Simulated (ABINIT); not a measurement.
# SnO2 (I4_1/amd) in ABINIT: notebook

Aim: see how the results for SnO2 move with the level of theory and the settings. Levels: LDA, PBEsol. Tasks: band structure.

Program: ABINIT 10.8.3 (patched build). These are calculated values, not measurements. Logs are shortened: lines on timing, memory, paths and dates and some standing lists are left out, and cuts for length are marked. The log counts tension as positive stress, the text compression.

## 1. The crystal as given

The structure is tetragonal, space group I4_1/amd (No. 141). Conventional cell: a = 4.000 Å, b = 4.000 Å, c = 10.247 Å, α = 90.00°, β = 90.00°, γ = 90.00°. Around Sn (site symmetry -4m2) lie 6 O at 2.06 to 2.09 Å. O (site symmetry 2mm) has 3 Sn at 2.06 to 2.09 Å as nearest neighbours.

Measurements of this composition are mostly on another form, of space group No. 136.

## 2. Band structure, LDA

run.abi reads:

```
# Datasets: ground state, then fixed potential
ndtset 2

# Pseudopotentials
pp_dirpath "./"
pseudos "Sn.LDA_PW-JTH.xml, O.LDA_PW-JTH.xml"

# Structure
acell 5.8525749818 5.8525749818 5.8525749818 Angstrom
rprim
    -0.3417416466     0.3417416466     0.8754571914
     0.3417416466    -0.3417416466     0.8754571914
     0.3417416466     0.3417416466    -0.8754571914
ntypat 2
znucl 50 8
natom 6
typat 1 1 2 2 2 2
xcart
     0.0000000000     0.0000000000     0.0000000000
     0.0000000000     2.0000686112     2.5618394280
     0.0000000000     2.0000686112     0.4767336214
     0.0000000000     0.0000000000     2.0851058065
     0.0000000000     2.0000686112     4.6469452345
     0.0000000000     0.0000000000     8.1622519053 Angstrom

# Plane-wave basis
ecut 23.0
pawecutdg 45.0

# Exchange and correlation
ixc 7

# Bands and occupations
occopt 3
tsmear 0.00183747

# SCF cycle
nstep 100

# Output
iomode 3
prtwf 0
prteig 0
prtebands 0
enunit 1
prtden1 1

# Dataset 1
kptopt1 1
ngkpt1 9 9 9
nshiftk1 1
shiftk1 0.0 0.0 0.0
nband1 32
tolvrs1 1.0e-9

# Dataset 2: bands along G-X-Y-S-G-Z-S1-N-P-Y1-Z
iscf2 -2
getden2 1
nband2 38
nbdbuf2 4
tolwfr2 1.0e-11
kptopt2 -10
ndivsm2 6
prteig2 1
prtvol2 -3
kptbounds2
     0.0000000000     0.0000000000     0.0000000000
    -0.5000000000     0.5000000000     0.0000000000
    -0.5000000000     0.5000000000    -0.0761896521
    -0.2880948261     0.2880948261    -0.2880948261
     0.0000000000     0.0000000000     0.0000000000
     0.5000000000     0.5000000000    -0.5000000000
     0.2880948261     0.7119051739    -0.7119051739
     0.0000000000     0.5000000000    -0.5000000000
    -0.2500000000     0.7500000000    -0.2500000000
     0.0761896521     0.9238103479    -0.5000000000
     0.5000000000     0.5000000000    -0.5000000000
```

Potentials or basis: JTH PAW LDA v2.0.

Run with:

```console
> abinit run.abi > log 2>&1
```

run.abo:

```text
.Version 10.8.3 of ABINIT
 DATASET    1 : space group I4_1/a m d (#141); Bravais tI (body-center tetrag.)
================================================================================
 Values of the parameters that define the memory need for DATASET  1.
     intxc =       0    ionmov =       0      iscf =      17    lmnmax =      18
     lnmax =       6     mgfft =      48  mpssoang =       3    mqgrid =    3001
     natom =       6  nloc_mem =       2    nspden =       1   nspinor =       1
    nsppol =       1      nsym =      16    n1xccc =       1    ntypat =       2
    occopt =       3   xclevel =       1
       mpw =        2933          nfft =      110592          nkpt =          75
 PAW method is used; the additional fine FFT grid is defined by:
   mgfftf=        72    nfftf =    373248
================================================================================
================================================================================

 DATASET    2 : space group I4_1/a m d (#141); Bravais tI (body-center tetrag.)
================================================================================
 Values of the parameters that define the memory need for DATASET  2.
     intxc =       0    ionmov =       0      iscf =      -2    lmnmax =      18
     lnmax =       6     mgfft =      48  mpssoang =       3    mqgrid =    3001
     natom =       6  nloc_mem =       2    nspden =       1   nspinor =       1
    nsppol =       1      nsym =      16    n1xccc =       1    ntypat =       2
    occopt =       3   xclevel =       1
       mpw =        2950          nfft =      110592          nkpt =         233
 PAW method is used; the additional fine FFT grid is defined by:
   mgfftf=        72    nfftf =    373248
================================================================================
================================================================================

--------------------------------------------------------------------------------
------------- Echo of variables that govern the present computation ------------
--------------------------------------------------------------------------------
 -outvars: echo values of preprocessed input variables --------
            acell      1.1059763847E+01  1.1059763847E+01  1.1059763847E+01 Bohr
              amu      1.18710000E+02  1.59994000E+01
             ecut      2.30000000E+01 Hartree
           enunit           1
           getden1          0
           getden2          1
             iscf1         17
             iscf2         -2
[... 3424 lines left out ...]
 length scales= 11.059763846942 11.059763846942 11.059763846942 bohr
              =  5.852574981800  5.852574981800  5.852574981800 angstroms
 Eigenvalues (   eV  ) for nkpt= 233  k points:
 kpt#   1, nband= 38, wtk=  1.00000, kpt=  0.0000  0.0000  0.0000 (reduced coord)
 -17.29970  -17.28505  -17.15372  -16.60463  -16.51596  -16.51596  -16.37090  -16.35455
 -16.35455  -16.32681  -15.23897  -12.48566  -11.78709  -11.50713   -2.08676   -1.82887
  -1.82887   -1.16176   -0.52479   -0.52479    1.29098    1.90702    2.29860    2.29860
   2.58621    2.58621    4.45959    8.33725   11.98061   12.50896   12.59733   14.38581
  14.38581   15.11564   15.11564   15.13415   16.81921   17.53396
 kpt#   2, nband= 38, wtk=  1.00000, kpt= -0.0128  0.0128  0.0000 (reduced coord)
 -17.29938  -17.28431  -17.15302  -16.60502  -16.51600  -16.51583  -16.37093  -16.35483
 -16.35464  -16.32680  -15.23684  -12.48712  -11.78746  -11.51003   -2.15708   -1.82434
  -1.75788   -1.17336   -0.53443   -0.50830    1.29647    1.90504    2.28925    2.29908
   2.58369    2.58722    4.47336    8.33834   11.98423   12.50830   12.59815   14.37249
  14.38479   15.03589   15.10576   15.21520   16.80419   17.54598
 kpt#   3, nband= 38, wtk=  1.00000, kpt= -0.0256  0.0256  0.0000 (reduced coord)
 -17.29843  -17.28214  -17.15096  -16.60621  -16.51611  -16.51546  -16.37102  -16.35565
 -16.35490  -16.32678  -15.23046  -12.49149  -11.78859  -11.51873   -2.28707   -1.81084
  -1.62590   -1.20488   -0.56295   -0.46213    1.31253    1.89912    2.26193    2.30049
   2.57608    2.59022    4.51388    8.34166   11.99501   12.50633   12.60062   14.33322
[... 1367 lines left out ...]
   2.68462    2.68462    7.08002    7.08002   10.37275   10.37275   14.72015   14.72015
  14.92475   14.92475   16.13206   16.13206   16.36297   16.36297
 kpt# 232, nband= 38, wtk=  1.00000, kpt=  0.4872  0.5128 -0.5000 (reduced coord)
 -17.45830  -17.45830  -16.67673  -16.67673  -16.55778  -16.55778  -16.34897  -16.34897
 -16.30880  -16.30880  -14.35595  -14.35595  -11.20128  -11.20128   -2.22325   -2.22325
  -0.67361   -0.67361    0.07210    0.07210    0.25639    0.25639    1.96163    1.96163
   2.68734    2.68734    7.07144    7.07144   10.36499   10.36499   14.73682   14.73682
  14.95192   14.95192   16.12556   16.12556   16.37969   16.37969
 kpt# 233, nband= 38, wtk=  1.00000, kpt=  0.5000  0.5000 -0.5000 (reduced coord)
 -17.45891  -17.45891  -16.67678  -16.67678  -16.55809  -16.55809  -16.34891  -16.34891
 -16.30855  -16.30855  -14.35693  -14.35693  -11.19863  -11.19863   -2.22251   -2.22251
  -0.66514   -0.66514    0.15713    0.15713    0.16072    0.16072    1.96059    1.96059
   2.68824    2.68824    7.06857    7.06857   10.36239   10.36239   14.74238   14.74238
  14.96112   14.96112   16.12289   16.12289   16.38605   16.38605

== END DATASET(S) ==============================================================
================================================================================

 -outvars: echo values of variables after computation  --------
            acell      1.1059763847E+01  1.1059763847E+01  1.1059763847E+01 Bohr
           etotal1    -2.0437691203E+02
            fcart1    -1.4456028967E-19  1.1827405094E-30 -1.4456028966E-19
                      -1.4456028966E-19 -9.0442395595E-31 -1.4456028966E-19
                      -1.9548259825E-20 -1.6097114461E-18  4.1057584595E-03
                      -2.6957231950E-19  1.6097114461E-18 -4.1057584595E-03
                      -3.7073812247E-19 -1.0935395708E-18 -4.1057584595E-03
                       9.4897928113E-19  1.0935395708E-18  4.1057584595E-03
            rprim     -3.4174164660E-01  3.4174164660E-01  8.7545719140E-01
                       3.4174164660E-01 -3.4174164660E-01  8.7545719140E-01
                       3.4174164660E-01  3.4174164660E-01 -8.7545719140E-01
           strten1     1.4528549338E-04  1.4528549338E-04  1.8492349739E-04
                       0.0000000000E+00  0.0000000000E+00  0.0000000000E+00
           xangst      1.3878263894E-17  3.4851304462E-11 -6.1337589058E-12
                      -7.6949307206E-17  2.0000686112E+00  2.5618394280E+00
                       1.5805258210E-16  2.0000686112E+00  4.7673362142E-01
                       5.2098376974E-17  3.4851252364E-11  2.0851058066E+00
                      -6.7740369747E-16  2.0000686112E+00  4.6469452346E+00
                      -8.4750137249E-17  3.4851403091E-11  8.1622519055E+00
             xred      8.1139574226E-12 -5.9856633539E-13  8.7125306969E-12
                       7.5000000001E-01  2.5000000000E-01  5.0000000001E-01
                       5.4652259001E-01  4.6522590000E-02  5.0000000001E-01
                       2.0347741001E-01  2.0347741000E-01  8.7125272275E-12
                       9.5347741001E-01  4.5347741000E-01  5.0000000001E-01
                       7.9652259001E-01  7.9652259000E-01  8.7125306969E-12
 Calculation completed.
```

Wall time 22 min (1 thread of Arm Neoverse V1, shared host); peak memory 0.57 GiB.

What came out:

| Item | Value |
| --- | --- |
| Free energy | -5561.3791 eV |
| Pressure | -4.7 GPa |
| Largest force | 0.211 eV/Å |
| Band gap on the k mesh | 1.48 eV, indirect (least direct gap 1.87 eV) |
| Band gap along the path | 1.48 eV, indirect (least direct gap 1.87 eV) |

Forces on the atoms (eV/Å):
```
Sn   0.000  0.000  0.000
Sn   0.000  0.000  0.000
O    0.000  0.000  0.211
O    0.000  0.000 -0.211
O    0.000  0.000 -0.211
O    0.000  0.000  0.211
```

Levels at the corners of the path, in eV from the valence-band top:
```
point  band 23  band 24  band 25  band 26  band 27  band 28  band 29  band 30
    Γ    -0.68    -0.68    -0.39    -0.39     1.48     5.36     9.00     9.53
    X    -0.82    -0.82    -0.05    -0.05     7.13     7.13     7.47     7.47
    Y    -0.59    -0.59    -0.07    -0.07     6.62     6.62     7.78     7.78
    S    -0.72    -0.66    -0.44    -0.44     4.73     5.99     7.41     8.29
    Γ    -0.68    -0.68    -0.39    -0.39     1.48     5.36     9.00     9.53
    Z    -1.02    -1.02    -0.29    -0.29     4.09     4.09     7.38     7.38
   S1    -0.72    -0.66    -0.44    -0.44     4.73     5.99     7.41     8.29
    N    -0.78    -0.75    -0.58    -0.40     4.80     6.00     7.71     8.42
    P    -0.71    -0.71     0.00     0.00     7.07     7.07     7.81     7.81
   Y1    -0.59    -0.59    -0.07    -0.07     6.62     6.62     7.78     7.78
    Z    -1.02    -1.02    -0.29    -0.29     4.09     4.09     7.38     7.38
```

Caveat: spin-orbit coupling is left out, which moves the levels of the heavy elements; the atomic spheres overlap. A hybrid or GW would open this gap; LDA tends to underestimate it.

## 3. Band structure, PBEsol

run.abi: that of step 2 with these lines changed.

```diff
@@ -5,3 +5,3 @@
 pp_dirpath "./"
-pseudos "Sn.LDA_PW-JTH.xml, O.LDA_PW-JTH.xml"
+pseudos "Sn.GGA_PBE-JTH.xml, O.GGA_PBE-JTH.xml"
 
@@ -28,5 +28,6 @@
 pawecutdg 45.0
+pawxcdev 0
 
 # Exchange and correlation
-ixc 7
+ixc -116133
```

Potentials or basis: JTH PAW PBE v2.0.

Run with:

```console
> abinit run.abi > log 2>&1
```

run.abo:

```text
.Version 10.8.3 of ABINIT
 DATASET    1 : space group I4_1/a m d (#141); Bravais tI (body-center tetrag.)
================================================================================
 Values of the parameters that define the memory need for DATASET  1.
     intxc =       0    ionmov =       0      iscf =      17    lmnmax =      18
     lnmax =       6     mgfft =      48  mpssoang =       3    mqgrid =    3001
     natom =       6  nloc_mem =       2    nspden =       1   nspinor =       1
    nsppol =       1      nsym =      16    n1xccc =       1    ntypat =       2
    occopt =       3   xclevel =       2
       mpw =        2933          nfft =      110592          nkpt =          75
 PAW method is used; the additional fine FFT grid is defined by:
   mgfftf=        72    nfftf =    373248
================================================================================
================================================================================

 DATASET    2 : space group I4_1/a m d (#141); Bravais tI (body-center tetrag.)
================================================================================
 Values of the parameters that define the memory need for DATASET  2.
     intxc =       0    ionmov =       0      iscf =      -2    lmnmax =      18
     lnmax =       6     mgfft =      48  mpssoang =       3    mqgrid =    3001
     natom =       6  nloc_mem =       2    nspden =       1   nspinor =       1
    nsppol =       1      nsym =      16    n1xccc =       1    ntypat =       2
    occopt =       3   xclevel =       2
       mpw =        2950          nfft =      110592          nkpt =         233
 PAW method is used; the additional fine FFT grid is defined by:
   mgfftf=        72    nfftf =    373248
================================================================================
================================================================================

--------------------------------------------------------------------------------
------------- Echo of variables that govern the present computation ------------
--------------------------------------------------------------------------------
 -outvars: echo values of preprocessed input variables --------
[... 3442 lines left out ...]
 -17.21716  -17.20530  -17.06807  -16.49724  -16.40745  -16.40680  -16.26621  -16.24865
 -16.24777  -16.22257  -15.24446  -12.53355  -11.83922  -11.59190   -2.09481   -1.65031
  -1.45357   -1.05660   -0.39586   -0.29729    1.45013    2.05118    2.40314    2.44078
   2.70960    2.72355    4.71599    8.60190   12.35480   12.77698   12.90027   14.59381
[... 1367 lines left out ...]
   2.81805    2.81805    7.31137    7.31137   10.67747   10.67747   14.96880   14.96880
  15.20593   15.20593   16.44438   16.44438   16.63943   16.63943
 kpt# 232, nband= 38, wtk=  1.00000, kpt=  0.4872  0.5128 -0.5000 (reduced coord)
 -17.38050  -17.38050  -16.58048  -16.58048  -16.44863  -16.44863  -16.24448  -16.24448
 -16.20228  -16.20228  -14.37375  -14.37375  -11.27233  -11.27233   -2.05972   -2.05972
  -0.49125   -0.49125    0.22417    0.22417    0.41116    0.41116    2.09505    2.09505
   2.82073    2.82073    7.30278    7.30278   10.66988   10.66988   14.98512   14.98512
  15.23372   15.23372   16.44100   16.44100   16.65248   16.65248
 kpt# 233, nband= 38, wtk=  1.00000, kpt=  0.5000  0.5000 -0.5000 (reduced coord)
 -17.38112  -17.38112  -16.58056  -16.58056  -16.44892  -16.44892  -16.24442  -16.24442
 -16.20203  -16.20203  -14.37468  -14.37468  -11.26973  -11.26973   -2.05900   -2.05900
  -0.48243   -0.48243    0.29432    0.29432    0.33009    0.33009    2.09397    2.09397
   2.82162    2.82162    7.29992    7.29992   10.66734   10.66734   14.99058   14.99058
  15.24311   15.24311   16.43921   16.43921   16.65777   16.65777

== END DATASET(S) ==============================================================
================================================================================

 -outvars: echo values of variables after computation  --------
            acell      1.1059763847E+01  1.1059763847E+01  1.1059763847E+01 Bohr
           etotal1    -2.0386305620E+02
            fcart1    -8.0710628374E-20 -2.2527091806E-19 -3.6140072388E-20
                      -8.0710628490E-20 -2.2527091812E-19 -3.6140072436E-20
                       6.9573722342E-20  3.5869430167E-19  1.9247674799E-03
                       2.2797734059E-19  8.3417050917E-20 -1.9247674799E-03
                      -6.3938439740E-19 -3.5026381808E-19 -1.9247674799E-03
                       5.0325459134E-19  3.5869430167E-19  1.9247674799E-03
            rprim     -3.4174164660E-01  3.4174164660E-01  8.7545719140E-01
                       3.4174164660E-01 -3.4174164660E-01  8.7545719140E-01
                       3.4174164660E-01  3.4174164660E-01 -8.7545719140E-01
           strten1    -7.5047818191E-06 -7.5047818191E-06  2.7348640100E-05
                       0.0000000000E+00  0.0000000000E+00  0.0000000000E+00
           xangst      1.3878263894E-17  3.4851304462E-11 -6.1337589058E-12
                      -7.6949307206E-17  2.0000686112E+00  2.5618394280E+00
                       1.5805258210E-16  2.0000686112E+00  4.7673362142E-01
                       5.2098376974E-17  3.4851252364E-11  2.0851058066E+00
                      -6.7740369747E-16  2.0000686112E+00  4.6469452346E+00
                      -8.4750137249E-17  3.4851403091E-11  8.1622519055E+00
             xred      8.1139574226E-12 -5.9856633539E-13  8.7125306969E-12
                       7.5000000001E-01  2.5000000000E-01  5.0000000001E-01
                       5.4652259001E-01  4.6522590000E-02  5.0000000001E-01
                       2.0347741001E-01  2.0347741000E-01  8.7125272275E-12
                       9.5347741001E-01  4.5347741000E-01  5.0000000001E-01
                       7.9652259001E-01  7.9652259000E-01  8.7125306969E-12
 Calculation completed.
```

Wall time 22 min (1 thread of Arm Neoverse V1, shared host); peak memory 0.6 GiB.

Results:

* Free energy: -5547.3964 eV
* Pressure: -0.1 GPa
* Largest force: 0.099 eV/Å
* Band gap on the k mesh: 1.55 eV, indirect (least direct gap 1.94 eV)
* Band gap along the path: 1.55 eV, indirect (least direct gap 1.94 eV)

Forces on the atoms (eV/Å):
```
Sn   0.000  0.000  0.000
Sn   0.000  0.000  0.000
O    0.000  0.000  0.099
O    0.000  0.000 -0.099
O    0.000  0.000 -0.099
O    0.000  0.000  0.099
```

Stress tensor (GPa, compression positive):
```
 0.22  0.00  0.00
 0.00  0.22  0.00
 0.00  0.00 -0.80
```

Levels at the corners of the path, in eV from the valence-band top:
```
point  band 23  band 24  band 25  band 26  band 27  band 28  band 29  band 30
    Γ    -0.67    -0.67    -0.39    -0.39     1.55     5.49     9.23     9.67
    X    -0.80    -0.80    -0.05    -0.05     7.28     7.28     7.57     7.57
    Y    -0.57    -0.57    -0.07    -0.07     6.74     6.74     7.91     7.91
    S    -0.71    -0.66    -0.43    -0.42     4.83     6.13     7.52     8.42
    Γ    -0.67    -0.67    -0.39    -0.39     1.55     5.49     9.23     9.67
    Z    -1.01    -1.01    -0.29    -0.29     4.19     4.19     7.56     7.56
   S1    -0.71    -0.66    -0.43    -0.42     4.83     6.13     7.52     8.42
    N    -0.77    -0.75    -0.57    -0.38     4.91     6.15     7.83     8.53
    P    -0.68    -0.68     0.00     0.00     7.21     7.21     7.90     7.90
   Y1    -0.57    -0.57    -0.07    -0.07     6.74     6.74     7.91     7.91
    Z    -1.01    -1.01    -0.29    -0.29     4.19     4.19     7.56     7.56
```

Caveat: the PAW data sets were made with another functional, which shifts forces and pressure a little; spin-orbit coupling is left out, which moves the levels of the heavy elements; the atomic spheres overlap. As with any semilocal functional, this PBEsol gap is likely too small.
